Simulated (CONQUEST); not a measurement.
**Os under changes of volume**

One of the cells (13.982 Å³/atom); the others are scaled copies at fixed shape and fractional positions:

```
CELL_PARAMETERS angstrom
2.73410 0.00000 0.00000
0.00000 4.31970 0.00000
0.00000 0.00000 4.73560
ATOMIC_POSITIONS crystal
Os 0.00000 0.75000 0.33333
Os 0.50000 0.75000 0.83333
Os 0.00000 0.25000 0.66667
Os 0.50000 0.25000 0.16667
```

```yaml
Program: CONQUEST 1.3
Functional: PBE
Potentials_or_basis: PseudoDojo NC PBE, DZ, grid of 32 × 48 × 48 points
k_mesh: 8 × 5 × 5
Occupations: fermi-dirac, width 0.05 eV
Spin: no spin polarisation
```

```tsv
volume (Å³/atom)	energy over the lowest point (meV/atom)	pressure (GPa)	largest force (eV/Å)
13.143	122.86	41.1	0.007
13.423	62.64	28.5	0.010
13.703	23.17	16.9	0.010
13.982	3.06	6.5	0.018
14.262	0.00	-2.6	0.020
14.542	11.73	-10.5	0.023
14.821	?	?	?
```

Problem. What does the run at 14.821 Å³/atom give?

Solution. Energy over the lowest point 36.74 meV/atom; pressure -17.8 GPa; largest force 0.021 eV/Å.

Worked out: A Birch-Murnaghan fit of order 3 (a polynomial in V^(-2/3)) to the other rows has its minimum at 14.18 Å³/atom with B0 = V·E''(V) = 455 GPa and B' = 4.6 at fixed shape and positions, which overstates the stiffness. It gives 37.21 meV/atom at 14.821 Å³/atom, against the run's 36.74, and -dE/dV = -18.2 GPa, against -17.8.

Energies are extrapolated to zero smearing.

Caveats: the atomic basis is small; the basis of atomic orbitals isn't converged, which shifts pressures, moduli and gaps.
